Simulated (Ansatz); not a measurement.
## Structure optimisation: boron, diamond

Theory: DFT, RPBE, plane waves (420 eV) with PAW, scalar-relativistic (Ansatz 0.2.0). (PAW data from PBE, frozen cores regenerated.)

k-point mesh 13×13×13, Fermi-Dirac smearing 0.1 eV, no spin polarisation. Cell and atoms relax.

Starting structure:

```yaml
crystal:
  lattice:
    - [0.0, 2.0683080914, 2.0683080914]
    - [2.0683080914, 0.0, 2.0683080914]
    - [2.0683080914, 2.0683080914, 0.0]
  atoms:
    - { symbol: B, position: [0.125, 0.125, 0.125] }
    - { symbol: B, position: [0.875, 0.875, 0.875] }
hamiltonian:
  xc: rpbe
  pseudopotentials:
    kind: paw
    azcp:
      B: "pseudopotentials/B.paw.azcp"
basis:
  ecutwfc: 420
  fft_grid_basis: typed
kpoints:
  mp_grid: { grid: [13, 13, 13], shift: [0, 0, 0] }
magnetization:
  spin_polarized: false
scf:
  occupations: { method: fermi_dirac, width: 0.1 }
relax:
  max_steps: 60
  f_tol: 0.01
  cell: {}
output:
  write_density: true
  write_potential: true
  elf: true
  volumetric_format: npy
```

Question: The pressure at the start is -6.8 GPa. By how much does the volume change?

Answer: From 8.85 to 8.47 Å³ per atom, -4.2 %. The final cell has a = 4.077 Å.

Question: How much energy does the relaxation gain?

Answer: 8.3 meV per atom.

Path of the relaxation (the plane waves are chosen anew near the end, which can shift the energy a little):

```
step  E − E(final) (meV/atom)  V (Å³/atom)  P (GPa)  max force (eV/Å)
   0                     8.30        8.848    -6.84             0.000
   1                     0.93        8.615    -2.72             0.000
   2                    -0.49        8.468     0.16             0.000
   3                    -0.48        8.476     0.00             0.000
   4                     0.01        8.476    -0.07             0.000
   5                     0.00        8.472     0.00             0.000
   6                     0.00        8.472     0.00             0.000
```
